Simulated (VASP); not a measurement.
# Pt in VASP: a series of runs, part 2 of 2

VASP 6.6.1. Earlier steps stand in the parts before.

**3. Relaxation of the atoms, LDA**

The input, INCAR:

```
SYSTEM = Pt
ALGO = Normal
DIPOL = 0.5 0.5 0.500
EDIFF = 1E-6
EDIFFG = -0.02
ENCUT = 520
GGA = CA
IBRION = 2
IDIPOL = 3
ISIF = 2
ISMEAR = 1
KPAR = 4
LASPH = .True.
LCHARG = .False.
LDIPOL = .True.
LREAL = .False.
LWAVE = .False.
NELM = 80
NSW = 80
PREC = Accurate
SIGMA = 0.1
```

The input, KPOINTS:

```
k-points
0
Gamma
  14 10 1
  0 0 0
```

The input, POSCAR:

```
Pt
1.0
    2.7554452200      0.0000000000      0.0000000000
    0.0000000000      3.8967880000      0.0000000000
    0.0000000000      0.0000000000     27.3995034900
Pt
10
Direct
    0.5000000000      0.5000000000      0.2737275900
    0.0000000000      0.0000000000      0.3240103500
    0.5000000000      0.5000000000      0.3742931000
    0.0000000000      0.0000000000      0.4245758600
    0.5000000000      0.5000000000      0.4748586200
    0.0000000000      0.0000000000      0.5251413800
    0.5000000000      0.5000000000      0.5754241400
    0.0000000000      0.0000000000      0.6257069000
    0.5000000000      0.5000000000      0.6759896500
    0.0000000000      0.0000000000      0.7262724100
```

Potentials or basis: VASP PAW LDA potentials, release 64 (Pt).

Run with:

```console
$ cat potpaw_LDA.64/Pt/POTCAR > POTCAR
$ mpirun -np 4 vasp_std > vasp.out
```

OUTCAR:

```text
SYSTEM = Pt
   EDIFF = 1E-6
   EDIFFG = -0.02
   ENCUT = 520
   GGA = CA
   IBRION = 2
   ISIF = 2
   ISMEAR = 1
   LASPH = .True.
   LREAL = .False.
   NELM = 80
   NSW = 80
   PREC = Accurate

 ion  position               nearest neighbor table
   1  0.500  0.500  0.274-   3 2.76   2 2.76   2 2.76   2 2.76   2 2.76
   2  0.000  0.000  0.324-   4 2.76   3 2.76   3 2.76   3 2.76   3 2.76   1 2.76   1 2.76   1 2.76
                             1 2.76
   3  0.500  0.500  0.374-   1 2.76   2 2.76   2 2.76   2 2.76   2 2.76   4 2.76   4 2.76   4 2.76
                             4 2.76   5 2.76
   4  0.000  0.000  0.425-   2 2.76   3 2.76   3 2.76   3 2.76   3 2.76   5 2.76   5 2.76   5 2.76
                             5 2.76   6 2.76
   5  0.500  0.500  0.475-   4 2.76   6 2.76   4 2.76   6 2.76   4 2.76   6 2.76   4 2.76   6 2.76
                             3 2.76   7 2.76
   6  0.000  0.000  0.525-   5 2.76   7 2.76   5 2.76   7 2.76   5 2.76   7 2.76   5 2.76   7 2.76
                             8 2.76   4 2.76
   7  0.500  0.500  0.575-   9 2.76   8 2.76   8 2.76   8 2.76   8 2.76   6 2.76   6 2.76   6 2.76
                             6 2.76   5 2.76
   8  0.000  0.000  0.626-  10 2.76   9 2.76   9 2.76   9 2.76   9 2.76   7 2.76   7 2.76   7 2.76
                             7 2.76   6 2.76
   9  0.500  0.500  0.676-   7 2.76   8 2.76   8 2.76   8 2.76   8 2.76  10 2.76  10 2.76  10 2.76
                            10 2.76
  10  0.000  0.000  0.726-   8 2.76   9 2.76   9 2.76   9 2.76   9 2.76

  LATTYP: Found a simple orthorhombic cell.
 ALAT       =     2.7554452200
 B/A-ratio  =     1.4142135622
[... 427 lines left out ...]

 number of electron      99.9999996 magnetization

 dipolmoment           0.000000      0.000000     -0.000000 electrons x Angstroem

 Free energy of the ion-electron system (eV)
  ---------------------------------------------------
  ext. energy  EPLUGINS =         0.00000000
  ---------------------------------------------------
  free energy    TOTEN  =       -71.74492314 eV

  energy without entropy =      -71.73906129  energy(sigma->0) =      -71.74296919

 E-fermi :   2.9959     XC(G=0):  -7.6531

 val. band max:        2.9925343191   @ k =   0.4286   0.2000   0.0000
 cond. band min:       2.9962297700   @ k =   0.4286   0.4000   0.0000
 fundamental gap:      0.0036954509
 Fermi energy:         2.9959132423

 k-point     1 :       0.0000    0.0000    0.0000
  band No.  band energies     occupation
      1      -7.2357      2.00000
      2      -6.5154      2.00000
      3      -5.5333      2.00000
      4      -4.4437      2.00000
      5      -4.1600      2.00000
      6      -3.7942      2.00000
[... 1501 lines left out ...]
     59       7.1551      0.00000
     60       7.1551      0.00000

 [... further k-points ...]

------------------------ aborting loop because EDIFF is reached ----------------------------------------

 vacuum level on the upper side and lower side of the slab       (xc-potential included)        -0.087        -0.087

  FORCE on cell =-STRESS in cart. coord.  units (eV):
  Direction    XX          YY          ZZ          XY          YZ          ZX
  --------------------------------------------------------------------------------------
  -------------------------------------------------------------------------------------
  Total       -5.2571396     -0.1607060     -0.1444489      0.0000000      0.0000000      0.0000000
  in kB      -28.6298348     -0.8751884     -0.7866537      0.0000000      0.0000000      0.0000000
  external PRESSURE =     -10.0972256 kB  Pullay stress =       0.0000000 kB
[... 25 lines left out ...]
  FREE ENERGIE OF THE ION-ELECTRON SYSTEM (eV)
  ---------------------------------------------------
  free  energy   TOTEN  =       -71.7449231380 eV

  energy  without entropy=      -71.7390612931  energy(sigma->0) =      -71.74296919

 reached required accuracy - stopping structural energy minimisation

 vacuum level on the upper side and lower side of the slab         8.465         8.465
```

OSZICAR:

```text
N       E                     dE             d eps       ncg     rms          rms(c)
DAV:   1     0.682182121389E+03    0.68218E+03   -0.47897E+04  5768   0.149E+03
DAV:   2    -0.349451930672E+02   -0.71713E+03   -0.67377E+03  6660   0.314E+02
DAV:   3    -0.742016488708E+02   -0.39256E+02   -0.36656E+02  7136   0.645E+01
DAV:   4    -0.759457727360E+02   -0.17441E+01   -0.16833E+01  7292   0.126E+01
[... 174 lines left out ...]
DAV:   5    -0.717449248021E+02    0.12161E-04   -0.53782E-05  6220   0.426E-02    0.161E-02
DAV:   6    -0.717449279955E+02   -0.31934E-05   -0.27753E-05  6296   0.302E-02    0.271E-02
DAV:   7    -0.717449250984E+02    0.28971E-05   -0.84213E-06  5320   0.197E-02    0.170E-02
DAV:   8    -0.717449232650E+02    0.18334E-05   -0.90656E-06  3600   0.131E-02    0.415E-03
DAV:   9    -0.717449231380E+02    0.12706E-06   -0.70719E-07  3016   0.412E-03
  13 F= -.71744923E+02 E0= -.71742969E+02  d E =-.317240E-03
```

CONTCAR:

```text
Pt
   1.00000000000000
     2.7554452199999999    0.0000000000000000    0.0000000000000000
     0.0000000000000000    3.8967879999999999    0.0000000000000000
     0.0000000000000000    0.0000000000000000   27.3995034900000007
  Pt
    10
Direct
     0.5000000000000000    0.5000000000000000    0.2789877093654339
     0.0000000000000000    0.0000000000000000    0.3212642061796664
     0.5000000000000000    0.5000000000000000    0.3755811890247120
     0.0000000000000000    0.0000000000000000    0.4249782315402083
     0.5000000000000000    0.5000000000000000    0.4745909376989440
     0.0000000000000000    0.0000000000000000    0.5254090623010559
     0.5000000000000000    0.5000000000000000    0.5750217684597916
     0.0000000000000000    0.0000000000000000    0.6244188109752881
     0.5000000000000000    0.5000000000000000    0.6787357938203336
     0.0000000000000000    0.0000000000000000    0.7210122906345660

  0.00000000E+00  0.00000000E+00  0.00000000E+00
  0.00000000E+00  0.00000000E+00  0.00000000E+00
  0.00000000E+00  0.00000000E+00  0.00000000E+00
  0.00000000E+00  0.00000000E+00  0.00000000E+00
  0.00000000E+00  0.00000000E+00  0.00000000E+00
  0.00000000E+00  0.00000000E+00  0.00000000E+00
  0.00000000E+00  0.00000000E+00  0.00000000E+00
  0.00000000E+00  0.00000000E+00  0.00000000E+00
  0.00000000E+00  0.00000000E+00  0.00000000E+00
  0.00000000E+00  0.00000000E+00  0.00000000E+00
```

Wall time 26 min (4 MPI ranks of AMD EPYC 9R45 (Zen 5), shared host); peak memory 0.66 GiB.

What came out:

```
Free energy                  : -71.7449 eV
Energy gained by relaxing    : 23.2 meV/atom
Ionic steps                  : 13
Largest force after relaxing : 0.014 eV/Å
Band gap on the k mesh       : none (metal or under the smearing width)
```

Forces in eV/Å, atoms in the order of the input:
```
Pt   0.000  0.000 -0.006
Pt   0.000  0.000  0.011
Pt   0.000  0.000  0.009
Pt   0.000  0.000 -0.014
Pt   0.000  0.000 -0.008
Pt   0.000  0.000  0.008
Pt   0.000  0.000  0.014
Pt   0.000  0.000 -0.009
Pt   0.000  0.000 -0.011
Pt   0.000  0.000  0.006
```

Step by step:
```tsv
step	energy change (eV)	largest force (eV/Å)	pressure (GPa)
1	0.0000	1.0769	-3.29
2	-0.1641	0.5890	-2.71
3	-0.2163	0.2832	-1.88
4	-0.2265	0.0880	-1.77
5	-0.2267	0.0934	-1.74
6	-0.2282	0.0517	-1.61
7	-0.2288	0.0610	-1.48
8	-0.2300	0.0411	-1.39
9	-0.2311	0.0365	-1.26
10	-0.2313	0.0680	-1.00
11	-0.2315	0.0387	-1.12
12	-0.2318	0.0275	-0.97
13	-0.2319	0.0144	-1.01
```

Final structure:
```
Pt
1.0
     2.75545    0.00000    0.00000
     0.00000    3.89679    0.00000
     0.00000    0.00000   27.39950
Pt
10
Direct
  0.50000 0.50000 0.27899
  0.00000 0.00000 0.32126
  0.50000 0.50000 0.37558
  0.00000 0.00000 0.42498
  0.50000 0.50000 0.47459
  0.00000 0.00000 0.52541
  0.50000 0.50000 0.57502
  0.00000 0.00000 0.62442
  0.50000 0.50000 0.67874
  0.00000 0.00000 0.72101
```

Levels at points of the mesh, in eV from the Fermi level:
| k point | band 48 | band 49 | band 50 | band 51 | band 52 | band 53 | band 54 | band 55 |
| --- | --- | --- | --- | --- | --- | --- | --- | --- |
| (0.00, 0.00, 0.00) | -0.43 | -0.43 | -0.07 | -0.06 | 0.12 | 0.12 | 0.46 | 0.55 |
| (0.50, 0.00, 0.00) | 0.22 | 0.48 | 0.48 | 1.96 | 1.96 | 2.07 | 2.07 | 2.08 |
| (0.00, 0.50, 0.00) | -0.39 | -0.19 | -0.19 | -0.13 | -0.13 | -0.04 | -0.04 | 0.04 |
| (0.50, 0.50, 0.00) | 0.09 | 0.39 | 0.39 | 0.49 | 0.49 | 2.31 | 2.31 | 4.07 |

**4. Single point, LDA**

The input, INCAR:

```
SYSTEM = Pt
PREC     = Accurate       ! precision mode
ENCUT    = 520            ! plane-wave cutoff, eV
EDIFF    = 1E-6           ! SCF threshold, eV
ISMEAR   = 1              ! smearing method
SIGMA    = 0.1            ! smearing width, eV
LREAL    = .FALSE.        ! projectors in reciprocal space
LASPH    = .TRUE.         ! aspherical terms in the spheres
NELM     = 80             ! most SCF steps
ALGO     = Normal         ! electronic algorithm
ISIF     = 2              ! what is computed and relaxed
LWAVE    = .FALSE.        ! write WAVECAR
LCHARG   = .FALSE.        ! write CHGCAR
LDIPOL   = .TRUE.       
IDIPOL   = 3            
DIPOL    = 0.5 0.5 0.500
GGA      = CA             ! functional
NBANDS   = 61             ! bands
LVHAR    = .TRUE.       
LVACPOTAV= .TRUE.       
ICORELEVEL= 1            
KPAR     = 4
```

The input, KPOINTS:

```
regular mesh
0
G
  14 10 1
  0 0 0
```

The input, POSCAR:

```
Pt                                      
1.0
    2.7554452200      0.0000000000      0.0000000000
    0.0000000000      3.8967880000      0.0000000000
    0.0000000000      0.0000000000     27.3995034900
  Pt            
    10
Direct
     0.5000000000000000    0.5000000000000000    0.2789877093654339
     0.0000000000000000    0.0000000000000000    0.3212642061796664
     0.5000000000000000    0.5000000000000000    0.3755811890247120
     0.0000000000000000    0.0000000000000000    0.4249782315402083
     0.5000000000000000    0.5000000000000000    0.4745909376989440
     0.0000000000000000    0.0000000000000000    0.5254090623010559
     0.5000000000000000    0.5000000000000000    0.5750217684597916
     0.0000000000000000    0.0000000000000000    0.6244188109752881
     0.5000000000000000    0.5000000000000000    0.6787357938203336
     0.0000000000000000    0.0000000000000000    0.7210122906345660
```

Run with:

```console
$ cat potpaw_LDA.64/Pt/POTCAR > POTCAR
$ mpirun -np 4 vasp_std > vasp.out
```

Run time: 4.8 min. Hardware: 4 MPI ranks of AMD EPYC 9R45 (Zen 5), shared host; peak memory 0.66 GiB.

Results (log left out):

```
Free energy                     : -71.7449 eV
Largest force                   : 0.014 eV/Å
Band gap on the k mesh          : none (metal or under the smearing width)
Work function of the upper face : 5.56 eV
Work function of the lower face : 5.56 eV
```

Forces on the atoms (eV/Å):
```
Pt   0.000  0.000 -0.006
Pt   0.000  0.000  0.011
Pt   0.000  0.000  0.009
Pt   0.000  0.000 -0.014
Pt   0.000  0.000 -0.008
Pt   0.000  0.000  0.008
Pt   0.000  0.000  0.014
Pt   0.000  0.000 -0.009
Pt   0.000  0.000 -0.011
Pt   0.000  0.000  0.006
```

Levels at points of the mesh, in eV from the Fermi level:
| k point | band 49 | band 50 | band 51 | band 52 | band 53 | band 54 |
| --- | --- | --- | --- | --- | --- | --- |
| (0.00, 0.00, 0.00) | -0.43 | -0.07 | -0.06 | 0.12 | 0.12 | 0.46 |
| (0.50, 0.00, 0.00) | 0.48 | 0.48 | 1.96 | 1.96 | 2.07 | 2.07 |
| (0.00, 0.50, 0.00) | -0.19 | -0.19 | -0.13 | -0.13 | -0.04 | -0.04 |
| (0.50, 0.50, 0.00) | 0.39 | 0.39 | 0.49 | 0.49 | 2.31 | 2.31 |

Core levels (eV, on the scale of the bands):
| atom | levels |
| --- | --- |
| 1 Pt | 1s -77842.3, 2s -13682.9, 2p -11875.4, 3s -3210.5, 3p -2683.1, 3d -2109.6, 4s -683.7, 4p -510.4, 4d -299.4, 4f -64.0, 5s -94.6, 5p -49.0 |
| 2 Pt | 1s -77842.9, 2s -13683.6, 2p -11876.1, 3s -3211.2, 3p -2683.8, 3d -2110.3, 4s -684.4, 4p -511.1, 4d -300.1, 4f -64.6, 5s -95.2, 5p -49.6 |
| 3 Pt | 1s -77843.0, 2s -13683.7, 2p -11876.2, 3s -3211.3, 3p -2683.9, 3d -2110.4, 4s -684.5, 4p -511.2, 4d -300.2, 4f -64.7, 5s -95.3, 5p -49.7 |
| 4 Pt | 1s -77842.8, 2s -13683.5, 2p -11876.0, 3s -3211.1, 3p -2683.7, 3d -2110.2, 4s -684.3, 4p -511.0, 4d -300.0, 4f -64.6, 5s -95.2, 5p -49.6 |
| 5 Pt | 1s -77842.9, 2s -13683.6, 2p -11876.1, 3s -3211.2, 3p -2683.8, 3d -2110.3, 4s -684.4, 4p -511.1, 4d -300.1, 4f -64.7, 5s -95.3, 5p -49.7 |
| 6 Pt | 1s -77842.9, 2s -13683.6, 2p -11876.1, 3s -3211.2, 3p -2683.8, 3d -2110.3, 4s -684.4, 4p -511.1, 4d -300.1, 4f -64.7, 5s -95.3, 5p -49.7 |
